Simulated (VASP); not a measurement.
# C under changes of volume

One of the cells (13.425 Å³/atom); the others are scaled copies at fixed shape and fractional positions:

```xyz
4
Lattice="3.4674 0.0000 0.0000 0.0000 3.4674 0.0000 0.0000 0.0000 4.4664" Properties=species:S:1:pos:R:3 pbc="T T T"
C     0.6903    1.7337    0.0000
C     2.7771    1.7337    0.0000
C     1.7337    0.6903    0.0000
C     1.7337    2.7771    0.0000
```

The cell was built by a generator and needn't be a form met in nature.

* Program: VASP 6.6.1
* Functional: PBE
* Potentials or basis: VASP PAW PBE potentials, release 64 (C)
* Cutoff: 520 eV
* k mesh: 8 × 8 × 6
* Occupations: fermi-dirac, width 0.05 eV
* Spin: no spin polarisation

```csv
volume (Å³/atom),energy over the lowest point (meV/atom),pressure (GPa),largest force (eV/Å)
12.372,?,?,?
12.635,10.43,7.8,0.038
12.899,0.79,3.8,0.063
13.425,0.00,-3.3,0.107
13.688,7.81,-6.4,0.127
13.951,20.46,-9.2,0.146
```

What does the run at 12.372 Å³/atom give?

Energy over the lowest point 27.03 meV/atom; pressure 12.3 GPa; largest force 0.012 eV/Å.

Worked out: A Birch-Murnaghan fit of order 3 (a polynomial in V^(-2/3)) to the other rows has its minimum at 13.18 Å³/atom with B0 = V·E''(V) = 176 GPa and B' = 3.4 at fixed shape and positions, which overstates the stiffness. It gives 26.94 meV/atom at 12.372 Å³/atom, against the run's 27.03, and -dE/dV = 12.3 GPa, against 12.3.

Energies are extrapolated to zero smearing.

Caveats: this functional lacks dispersion, which binds the layers, so the pressure and a relaxed spacing across them are unreliable.
